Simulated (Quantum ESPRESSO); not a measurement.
Runs of Quantum ESPRESSO 7.5 on TaS2. Symmetry: P-3m1, No. 164, trigonal system. The conventional cell has a = 3.350 Å, b = 3.350 Å, c = 5.860 Å, α = 90.00°, β = 90.00°, γ = 120.00°. Ta (site symmetry -3m) is surrounded by 6 S at 2.43 Å. Around S (site symmetry 3m) lie 3 Ta at 2.43 Å. 

```csv
task,level,potentials or basis,spin,cell,most ionic steps,forc conv thr,etot conv thr,ion dynamics,cell dynamics,gap on the mesh (eV),pressure (GPa),largest force (eV/Å)
relaxation of cell and atoms,PBE+D3(BJ),PseudoDojo 0.4.1 SR PBE standard,off,relaxed to 0.3 kbar,40,0.0004 Ry/bohr,1e-05 Ry,bfgs,bfgs,none,0.0,-
band structure,PBE,PseudoDojo 0.4 FR PBE standard,"SOC, no magnetisation",as given,-,-,-,-,-,none,9.1,1.22
band structure,PBE,PseudoDojo 0.4.1 SR PBE standard,off,as given,-,-,-,-,-,none,(a),1.22
relaxation of cell and atoms,PBEsol,PseudoDojo 0.4.1 SR PBEsol standard,off,relaxed to 0.3 kbar,40,0.0004 Ry/bohr,1e-05 Ry,bfgs,bfgs,none,0.0,-
relaxation of cell and atoms,LDA,PseudoDojo 0.4.1 SR LDA standard,off,relaxed to 0.3 kbar,40,0.0004 Ry/bohr,1e-05 Ry,bfgs,bfgs,none,0.0,-
```

Alike in all rows: k mesh 9 × 9 × 5; cutoff (eV) 789; smearing fermi-dirac 0.05 eV.

Question: Estimate the missing entries.

Answer: (a) 9.0.

Caveats: this functional lacks dispersion, which binds the layers, so the pressure and a relaxed spacing across them are unreliable (some runs); forces of over 1 eV/Å show positions far from the minimum, so gaps and moduli don't describe the material at rest (some runs); spin-orbit coupling is left out, which moves the levels of the heavy elements (some runs).

A k mesh can miss the band edges, and rows without SOC leave out spin-orbit coupling on Ta.

A gap of «none» marks a metal or a gap under the smearing width.
